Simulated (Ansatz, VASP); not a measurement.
## Ag: VASP beside Ansatz

Contents of INCAR:

```
SYSTEM = Ag
  PREC = Accurate
  ENCUT = 520
  EDIFF = 1E-6
  ISMEAR = -1
  SIGMA = 0.1
  LREAL = .FALSE.
  LASPH = .TRUE.
  NELM = 60
  ALGO = Normal
  ISIF = 2
  LWAVE = .FALSE.
  LCHARG = .FALSE.
  GGA = PS
  NBANDS = 18
```

Contents of KPOINTS:

```
regular mesh
0
G
  14 14 8
  0 0 0
```

Contents of POSCAR:

```
Ag
1.0
    2.8767343382      0.0000000000      0.0000000000
   -1.4383671691      2.4913250168      0.0000000000
    0.0000000000      0.0000000000      4.6650358030
Ag
2
Direct
    0.3333333333      0.6666666667      0.2500000000
    0.6666666667      0.3333333333      0.7500000000
```

Input for Ansatz:

```yaml
crystal:
  lattice:
    - [2.8767343382, 0.0, 0.0]
    - [-1.4383671691, 2.4913250168, 0.0]
    - [0.0, 0.0, 4.665035803]
  atoms:
    - { symbol: Ag, position: [0.3333333333, 0.6666666667, 0.25] }
    - { symbol: Ag, position: [0.6666666667, 0.3333333333, 0.75] }
hamiltonian:
  xc: pbesol
  pseudopotentials:
    kind: paw
    azcp:
      Ag: "pseudopotentials/Ag.paw.azcp"
basis:
  ecutwfc: 420
  fft_grid_basis: typed
kpoints:
  mp_grid: { grid: [14, 14, 8], shift: [0, 0, 0] }
magnetization:
  spin_polarized: false
scf:
  occupations: { method: fermi_dirac, width: 0.1 }
  lower_state_search: "off"
output:
  stress: true
```

Alike in both runs: task single point; functional PBEsol; k mesh 14 × 14 × 8; occupations fermi-dirac, width 0.1 eV; no spin polarisation.

|  | VASP | Ansatz |
| --- | --- | --- |
| version | VASP 6.6.1 | Ansatz 0.2.0 |
| potentials or method | VASP PAW PBE potentials, release 64 (Ag) | plane waves (420 eV) with PAW, scalar-relativistic |
| plane-wave cutoff (eV) | 520 | 420 |
| valence electrons in the cell | 22 | 38 |

VASP gave:

| Item | Value |
| --- | --- |
| pressure (GPa) | -0.3 |
| largest component of the traceless stress (GPa) | 0.56 |

Task: What did Ansatz give for the same quantities?

Result: Pressure (GPa): -0.1; largest component of the traceless stress (GPa): 0.57.

The two sets of potentials don't hold the same shells in valence. Ansatz warned: «pseudo_functional_mismatch».

Caveats: the PAW data sets were made with another functional, which shifts forces and pressure a little (VASP).
